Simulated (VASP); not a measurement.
# SnO in VASP: a series of runs

The runs below take SnO through single point, with PBE+D3(BJ).

All numbers are computed with VASP 6.6.1; they aren't measurements. Logs are shortened: lines on timing, memory, paths and dates and some standing lists are left out, and cuts for length are marked.

## 1. The structure

The cell holds a slab with vacuum, 4 atoms: a = 3.922 Å, b = 3.922 Å, c = 30.633 Å, α = 90.00°, β = 90.00°, γ = 90.00°.

## 2. Single point, PBE+D3(BJ)

INCAR reads:

```
PREC     = Accurate       # precision mode
ENCUT    = 520            # plane-wave cutoff, eV
EDIFF    = 1E-6           # SCF threshold, eV
ISMEAR   = 0              # smearing method
SIGMA    = 0.02           # smearing width, eV
LREAL    = False          # projectors in reciprocal space
LASPH    = True           # aspherical terms in the spheres
NELM     = 100            # most SCF steps
ALGO     = Normal         # electronic algorithm
ISIF     = 2              # what is computed and relaxed
LWAVE    = False          # write WAVECAR
LCHARG   = False          # write CHGCAR
LDIPOL   = True         
IDIPOL   = 3            
DIPOL    = 0.5 0.5 0.500
GGA      = PE             # functional
IVDW     = 12             # dispersion correction
NBANDS   = 28             # bands
```

KPOINTS reads:

```
Automatic mesh
0
Gamma
  6 6 1
```

POSCAR reads:

```
SnO
1.0
    3.9220000000      0.0000000000      0.0000000000
    0.0000000000      3.9220000000      0.0000000000
    0.0000000000      0.0000000000     30.6334027786
Sn O
2 2
Direct
    0.5000000000      0.0000000000      0.4600762603
    0.0000000000      0.5000000000      0.5399237397
    0.0000000000      0.0000000000      0.5000000000
    0.5000000000      0.5000000000      0.5000000000
```

Potentials or basis: VASP PAW PBE potentials, release 64 (Sn_d, O).

Launch:

```
cat potpaw_PBE.64/Sn_d/POTCAR potpaw_PBE.64/O/POTCAR > POTCAR
mpirun -np 1 vasp_std > vasp.out
```

OUTCAR:

```text
PREC = Accurate
   ENCUT = 520
   EDIFF = 1E-6
   ISMEAR = 0
   LREAL = False
   LASPH = True
   NELM = 100
   ISIF = 2
   GGA = PE
   IVDW = 12
 IVDW          = 12

 ion  position               nearest neighbor table
   1  0.500  0.000  0.460-   3 2.31   4 2.31   4 2.31   3 2.31   2 3.70   2 3.70   2 3.70   2 3.70

   2  0.000  0.500  0.540-   3 2.31   4 2.31   3 2.31   4 2.31   1 3.70   1 3.70   1 3.70   1 3.70

   3  0.000  0.000  0.500-   1 2.31   2 2.31   2 2.31   1 2.31
   4  0.500  0.500  0.500-   1 2.31   2 2.31   1 2.31   2 2.31

  LATTYP: Found a simple tetragonal cell.
 ALAT       =     3.9220000000
 C/A-ratio  =     7.8106585361

  Lattice vectors:

 A1 = (   3.9220000000,   0.0000000000,   0.0000000000)
 A2 = (   0.0000000000,   3.9220000000,   0.0000000000)
 A3 = (   0.0000000000,   0.0000000000,  30.6334027786)

Analysis of symmetry for initial positions (statically):
=====================================================================
 Subroutine PRICEL returns:
 Original cell was already a primitive cell.

 Routine SETGRP: Setting up the symmetry group for a
 simple tetragonal supercell.

 Subroutine GETGRP returns: Found 16 space group operations
 (whereof  8 operations were pure point group operations)
 out of a pool of 16 trial point group operations.

The static configuration has the point symmetry D_2d.
 The point group associated with its full space group is D_4h.

Analysis of symmetry for dynamics (positions and initial velocities):
=====================================================================
 Subroutine PRICEL returns:
 Original cell was already a primitive cell.

 Routine SETGRP: Setting up the symmetry group for a
 simple tetragonal supercell.

 Subroutine GETGRP returns: Found 16 space group operations
 (whereof  8 operations were pure point group operations)
 out of a pool of 16 trial point group operations.

The dynamic configuration has the point symmetry D_2d.
 The point group associated with its full space group is D_4h.

 Subroutine INISYM returns: Found 16 space group operations
 (whereof  8 operations are pure point group operations),
 and found     1 'primitive' translations

----------------------------------------------------------------------------------------

                                     Primitive cell

  volume of cell :     471.2056

  direct lattice vectors                    reciprocal lattice vectors
     3.922000000  0.000000000  0.000000000     0.254971953  0.000000000  0.000000000
     0.000000000  3.922000000  0.000000000     0.000000000  0.254971953  0.000000000
     0.000000000  0.000000000 30.633402779     0.000000000  0.000000000  0.032644104

  length of vectors
     3.922000000  3.922000000 30.633402779     0.254971953  0.254971953  0.032644104

  position of ions in fractional coordinates (direct lattice)
     0.500000000  0.000000000  0.460076260
     0.000000000  0.500000000  0.539923740
     0.000000000  0.000000000  0.500000000
     0.500000000  0.500000000  0.500000000

  ion indices of the primitive-cell ions
   primitive index   ion index
                 1           1
                 2           2
                 3           3
                 4           4

----------------------------------------------------------------------------------------

 KPOINTS: Automatic mesh

Automatic generation of k-mesh.
 Grid dimensions read from file:
 generate k-points for:    6    6    1

 Generating k-lattice:

  Cartesian coordinates                     Fractional coordinates (reciprocal lattice)
     0.042495326  0.000000000  0.000000000     0.166666667  0.000000000  0.000000000
     0.000000000  0.042495326  0.000000000     0.000000000  0.166666667  0.000000000
     0.000000000  0.000000000  0.032644104     0.000000000  0.000000000  1.000000000

  Length of vectors
     0.042495326  0.042495326  0.032644104

  Shift w.r.t. Gamma in fractional coordinates (k-lattice)
     0.000000000  0.000000000  0.000000000

 Subroutine IBZKPT returns following result:
 ===========================================

 Found     10 irreducible k-points:

 Following reciprocal coordinates:
            Coordinates               Weight
  0.000000  0.000000  0.000000      1.000000
  0.166667  0.000000  0.000000      4.000000
  0.333333  0.000000  0.000000      4.000000
  0.500000  0.000000  0.000000      2.000000
  0.166667  0.166667  0.000000      4.000000
  0.333333  0.166667  0.000000      8.000000
  0.500000  0.166667  0.000000      4.000000
  0.333333  0.333333  0.000000      4.000000
  0.500000  0.333333  0.000000      4.000000
  0.500000  0.500000  0.000000      1.000000
   k-points           NKPTS =     10   k-points in BZ     NKDIM =     10   number of bands    NBANDS=     28
   number of dos      NEDOS =    301   number of ions     NIONS =      4
   total plane-waves  NPLWV = 216000
   dimension x,y,z NGX =    30 NGY =   30 NGZ =  240
   dimension x,y,z NGXF=    60 NGYF=   60 NGZF=  480
   ions per type =               2   2
   NGX,Y,Z   is equivalent  to a cutoff of  12.72, 12.72, 13.02 a.u.
   NGXF,Y,Z  is equivalent  to a cutoff of  25.43, 25.43, 26.05 a.u.
 SYSTEM =  unknown system
   PREC   = accura    normal or accurate (medium, high low for compatibility)
   ISTART =      0    job   : 0-new  1-cont  2-samecut
   ICHARG =      2    charge: 1-file 2-atom 10-const
   ISPIN  =      1    spin polarized calculation?
   LNONCOLLINEAR =      F non collinear calculations
   LSORBIT =      F    spin-orbit coupling
   LASPH  =      T    aspherical Exc in radial PAW
   ENCUT  =  520.0 eV  38.22 Ry    6.18 a.u.   7.29  7.29 56.96*2*pi/ulx,y,z
   NELM   =    100;   NELMIN=  2; NELMDL= -5     # of ELM steps
   EDIFF  = 0.1E-05   stopping-criterion for ELM
   LREAL  =      F    real-space projection
   EDIFFG = 0.1E-04   stopping-criterion for IOM
   NSW    =      0    number of steps for IOM
   IBRION =     -1    ionic relax: 0-MD 1-quasi-New 2-CG
   NFREE  =      0    steps in history (QN), initial steepest desc. (CG)
   ISIF   =      2    stress and relaxation
   ISYM   =      2    0-nonsym 1-usesym 2-fastsym
   POTIM  = 0.5000    time-step for ionic-motion
   TEBEG  =    0.0;   TEEND  =   0.0 temperature during run
   PSTRESS=    0.0 pullay stress
   NELECT =      40.0000    total number of electrons
   NUPDOWN=      -1.0000    fix difference up-down
   EMIN   =  10.00;   EMAX   =-10.00  energy-range for DOS
   EFERMI =   0.00;   METHOD = LEGACY
   ISMEAR =     0;   SIGMA  =   0.02  broadening in eV -4-tet -1-fermi 0-gaus
   EFERMI_NEDOS =   21; number of points for ismear=-14 and -15
   IALGO  =     38    algorithm
   IMIX   =      4    mixing-type and parameters
     AMIX     =   0.40;   BMIX     =  1.00
     AMIX_MAG =   1.60;   BMIX_MAG =  1.00
  volume/ion in A,a.u.               =     117.80       794.96
  Fermi-wavevector in a.u.,A,eV,Ry     =   0.719490  1.359639  7.043269  0.517666
  Thomas-Fermi vector in A             =   1.808699
   LORBIT       =      0    0 simple, 1 ext, 2 COOP (PROOUT), +10 PAW based schemes
   GGA     = PE    functional components
   LHFCALC =     F    Hartree Fock is set to
   AEXX    =    0.0000 exact exchange contribution
   IVDW    =    12    specifies the selected vdW correction
   LEPSILON=     F    determine dielectric tensor
   LRPA    =     F    only Hartree local field effects (RPA)
 non-spin polarized calculation
 Gauss-broadening in eV      SIGMA  =   0.02
  energy-cutoff  :      520.00
  volume of cell :      471.21
 maximum number of plane-waves:     12729
 NGX is ok and might be reduce to    30
   NGX = 15   NGY = 15   NGZ =113

 dipolmoment           0.000000      0.000000     -0.000000 electrons x Angstroem

 number of electron      39.9999988 magnetization

 dipolmoment           0.000000      0.000000      0.000000 electrons x Angstroem

 Free energy of the ion-electron system (eV)
  ---------------------------------------------------
  ext. energy  EPLUGINS =         0.00000000
  ---------------------------------------------------
  free energy    TOTEN  =       -22.49088399 eV

  energy without entropy =      -22.49088399  energy(sigma->0) =      -22.49088399

 E-fermi :  -3.4096     XC(G=0):  -2.0563

 val. band max:       -3.5838076304   @ k =   0.1667   0.0000   0.0000
 cond. band min:      -0.6869749405   @ k =   0.0000   0.0000   0.0000
 fundamental gap:      2.8968326899
 Fermi energy:        -3.4096428148

 k-point     1 :       0.0000    0.0000    0.0000
  band No.  band energies     occupation
      1     -24.0086      2.00000
      2     -23.7804      2.00000
      3     -23.7489      2.00000
      4     -23.7440      2.00000
      5     -23.7440      2.00000
      6     -23.7260      2.00000
[... 20 lines left out ...]
     27       1.8329      0.00000
     28       2.1036      0.00000

 k-point     2 :       0.1667    0.0000    0.0000
  band No.  band energies     occupation
      1     -23.9974      2.00000
      2     -23.7788      2.00000
      3     -23.7522      2.00000
      4     -23.7491      2.00000
      5     -23.7441      2.00000
      6     -23.7279      2.00000
[... 20 lines left out ...]
     27       2.1445      0.00000
     28       2.1759      0.00000

 k-point     3 :       0.3333    0.0000    0.0000
  band No.  band energies     occupation
      1     -23.9671      2.00000
      2     -23.8385      2.00000
      3     -23.7585      2.00000
      4     -23.7571      2.00000
      5     -23.7423      2.00000
      6     -23.7421      2.00000
[... 20 lines left out ...]
     27       2.6710      0.00000
     28       2.9692      0.00000

 k-point     4 :       0.5000    0.0000    0.0000
  band No.  band energies     occupation
      1     -23.9158      2.00000
      2     -23.9158      2.00000
      3     -23.7611      2.00000
      4     -23.7611      2.00000
      5     -23.7395      2.00000
      6     -23.7395      2.00000
[... 20 lines left out ...]
     27       3.7109      0.00000
     28       3.7109      0.00000

 k-point     5 :       0.1667    0.1667    0.0000
  band No.  band energies     occupation
      1     -23.9881      2.00000
      2     -23.7785      2.00000
      3     -23.7680      2.00000
      4     -23.7495      2.00000
      5     -23.7481      2.00000
      6     -23.7447      2.00000
[... 20 lines left out ...]
     27       2.1285      0.00000
     28       2.4312      0.00000

 k-point     6 :       0.3333    0.1667    0.0000
  band No.  band energies     occupation
      1     -23.9638      2.00000
      2     -23.8533      2.00000
      3     -23.7586      2.00000
      4     -23.7566      2.00000
      5     -23.7463      2.00000
      6     -23.7453      2.00000
[... 20 lines left out ...]
     27       2.9445      0.00000
     28       2.9450      0.00000

 k-point     7 :       0.5000    0.1667    0.0000
  band No.  band energies     occupation
      1     -23.9213      2.00000
      2     -23.9213      2.00000
      3     -23.7602      2.00000
      4     -23.7602      2.00000
      5     -23.7418      2.00000
      6     -23.7418      2.00000
[... 20 lines left out ...]
     27       4.0124      0.00000
     28       4.0124      0.00000

 k-point     8 :       0.3333    0.3333    0.0000
  band No.  band energies     occupation
      1     -23.9567      2.00000
      2     -23.8977      2.00000
      3     -23.7581      2.00000
      4     -23.7570      2.00000
      5     -23.7424      2.00000
      6     -23.7421      2.00000
[... 20 lines left out ...]
     27       3.7419      0.00000
     28       3.7675      0.00000

 k-point     9 :       0.5000    0.3333    0.0000
  band No.  band energies     occupation
      1     -23.9380      2.00000
      2     -23.9380      2.00000
      3     -23.7602      2.00000
      4     -23.7602      2.00000
      5     -23.7361      2.00000
      6     -23.7361      2.00000
[... 20 lines left out ...]
     27       3.8919      0.00000
     28       3.8919      0.00000

 k-point    10 :       0.5000    0.5000    0.0000
  band No.  band energies     occupation
      1     -23.9482      2.00000
      2     -23.9482      2.00000
      3     -23.7623      2.00000
      4     -23.7623      2.00000
      5     -23.7291      2.00000
      6     -23.7291      2.00000
[... 20 lines left out ...]
     27       3.4849      0.00000
     28       3.4849      0.00000

------------------------ aborting loop because EDIFF is reached ----------------------------------------

 vacuum level on the upper side and lower side of the slab       (xc-potential included)        -0.006        -0.006

 Edisp (eV)   -0.51603

 E8    (eV) :    -0.2336

  FORCE on cell =-STRESS in cart. coord.  units (eV):
  Direction    XX          YY          ZZ          XY          YZ          ZX
  --------------------------------------------------------------------------------------
  -------------------------------------------------------------------------------------
  Total      -2.99457    -2.99457    -2.76466     0.00000     0.00000     0.00000
  in kB     -10.18204   -10.18204    -9.40032     0.00000     0.00000     0.00000
  external pressure =       -9.92 kB  Pullay stress =        0.00 kB

 VOLUME and BASIS-vectors are now :
 -----------------------------------------------------------------------------
  energy-cutoff  :      520.00
  volume of cell :      471.21
      direct lattice vectors                 reciprocal lattice vectors
     3.922000000  0.000000000  0.000000000     0.254971953  0.000000000  0.000000000
     0.000000000  3.922000000  0.000000000     0.000000000  0.254971953  0.000000000
     0.000000000  0.000000000 30.633402779     0.000000000  0.000000000  0.032644104

 POSITION                                       TOTAL-FORCE (eV/Angst)
 -----------------------------------------------------------------------------------
      1.96100      0.00000     14.09370         0.000000      0.000000      1.102886
      0.00000      1.96100     16.53970        -0.000000      0.000000     -1.102886
      0.00000      0.00000     15.31670        -0.000000      0.000000      0.000000
      1.96100      1.96100     15.31670        -0.000000      0.000000      0.000000
 -----------------------------------------------------------------------------------
    total drift:                                0.000000      0.000000      0.000000

  FREE ENERGIE OF THE ION-ELECTRON SYSTEM (eV)
  ---------------------------------------------------
  free  energy   TOTEN  =       -23.0069133894 eV

  energy  without entropy=      -23.0069133894  energy(sigma->0) =      -23.00691339

 vacuum level on the upper side and lower side of the slab         1.650         1.650
```

Wall time 5.5 min (1 thread of AMD EPYC 7R43 (Zen 3), shared host); peak memory 0.46 GiB.

Results:

```yaml
Free_energy: -23.0069 eV
Largest_force: 1.103 eV/Å
Band_gap_on_the_k_mesh: 2.90 eV, indirect (least direct gap 2.91 eV)
Dispersion_energy_per_atom: -0.129 eV
```

Forces in eV/Å, atoms in the order of the input:
```
Sn   0.000  0.000  1.103
Sn   0.000  0.000 -1.103
O    0.000  0.000  0.000
O    0.000  0.000  0.000
```

Levels at points of the mesh, in eV from the valence-band top:
| k point | band 18 | band 19 | band 20 | band 21 | band 22 | band 23 |
| --- | --- | --- | --- | --- | --- | --- |
| (0.00, 0.00, 0.00) | -1.29 | -1.29 | -0.02 | 2.90 | 3.10 | 5.10 |
| (0.50, 0.00, 0.00) | -2.78 | -0.51 | -0.51 | 3.17 | 3.17 | 5.44 |
| (0.50, 0.50, 0.00) | -0.79 | -0.69 | -0.69 | 2.97 | 2.97 | 5.02 |

Caveat: spin-orbit coupling is left out, which moves the levels of the heavy elements. PBE gaps usually lie below the measured ones, often by a third to a half.

## 3. Single point, PBE+D3(BJ)

This run uses another cell than the first one, of 130.37 Å³/atom, 1.107 times its volume.

INCAR reads:

```
PREC = Accurate ; ENCUT = 520
EDIFF = 1E-7 ; ISMEAR = 0
SIGMA = 0.02 ; LREAL = False
LASPH = True ; NELM = 60
ALGO = Normal ; ISIF = 2
LWAVE = False ; LCHARG = False
LDIPOL = True ; IDIPOL = 3
DIPOL = 0.5 0.5 0.500 ; GGA = PE
IVDW = 12 ; NBANDS = 28
```

KPOINTS reads:

```
regular mesh
0
Gamma
  6 6 1
```

POSCAR reads:

```
SnO
1.0
    4.1260000000      0.0000000000      0.0000000000
    0.0000000000      4.1260000000      0.0000000000
    0.0000000000      0.0000000000     30.6334027786
Sn O
2 2
Direct
    0.5000000000      0.0000000000      0.4587378520
    0.0000000000      0.5000000000      0.5412621480
    0.0000000000      0.0000000000      0.5000000000
    0.5000000000      0.5000000000      0.5000000000
```

Potentials or basis: VASP PAW PBE potentials, release 64 (Sn_d, O).

Launch:

```
cat potpaw_PBE.64/Sn_d/POTCAR potpaw_PBE.64/O/POTCAR > POTCAR
mpirun -np 1 vasp_std > vasp.out
```

Wall time 7.2 min (1 thread of AMD EPYC 7R43 (Zen 3), shared host); peak memory 0.52 GiB.

It converged, with:

| Quantity | Value |
| --- | --- |
| Free energy | -22.4058 eV |
| Largest force | 1.960 eV/Å |
| Band gap on the k mesh | 2.49 eV, direct |
| Dispersion energy per atom | -0.128 eV |

Forces in eV/Å, atoms in the order of the input:
```
Sn   0.000  0.000  1.960
Sn   0.000  0.000 -1.960
O    0.000  0.000  0.000
O    0.000  0.000  0.000
```

Levels at points of the mesh, in eV from the valence-band top:
```
           k point  band 17  band 18  band 19  band 20  band 21  band 22  band 23  band 24
(0.00, 0.00, 0.00)    -1.26    -0.95    -0.95     0.00     2.49     2.75     4.83     4.84
(0.50, 0.00, 0.00)    -2.21    -2.21    -0.51    -0.51     3.07     3.07     4.75     4.75
(0.50, 0.50, 0.00)    -0.98    -0.98    -0.41    -0.41     2.69     2.69     4.66     4.66
```

Caveat: spin-orbit coupling is left out, which moves the levels of the heavy elements.
